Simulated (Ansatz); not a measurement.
Input of an Ansatz 0.2.0 run:

File input.yaml:

```yaml
crystal:
  lattice:
    - [-2.029189411, 2.029189411, 1.6607599896]
    - [2.029189411, -2.029189411, 1.6607599896]
    - [2.029189411, 2.029189411, -1.6607599896]
  atoms:
    - { symbol: Sn, position: [0.0, 0.0, 0.0] }
hamiltonian:
  xc: pbe
  pseudopotentials: { kind: paw }
  dispersion: d4
kpoints:
  mp_grid: { grid: [10, 10, 10] }
scf:
  occupations: { method: fermi_dirac, width: 0.05 }
output:
  forces: true
  stress: true
  eigenvalues: true
relax:
  f_tol: 0.01
  max_steps: 40
  cell: { stress_tol: 0.05 }
```

Potentials or basis: Ansatz PAW.

Run with:

```console
$ ansatz run input.yaml --threads 2 --pin off --max-ram 5632MiB --backend cpu --events-out ev --progress --plain --runs-dir out
```

Problem. Estimate the relaxed volume.

Solution. 26.50 Å³/atom.

Problem. What does it give for the space group after relaxing (to 0.05 Å)?

Solution. I4/mmm (No. 139).

Problem. Predict the band gap on the k mesh.

Solution. None (metal or under the smearing width).

Step by step:
```tsv
step	energy change (eV)	largest force (eV/Å)	volume (Å³)
1	0.0000	0.0000	27.35
2	-0.0053	0.0000	26.49
3	-0.0054	0.0000	26.50
4	-0.0052	0.0000	26.50
```

Caveat: the plane-wave basis is chosen anew once the cell has moved, so the energies of steps on either side of that aren't comparable; pairwise dispersion overbinds metals, which lowers pressure and volume.
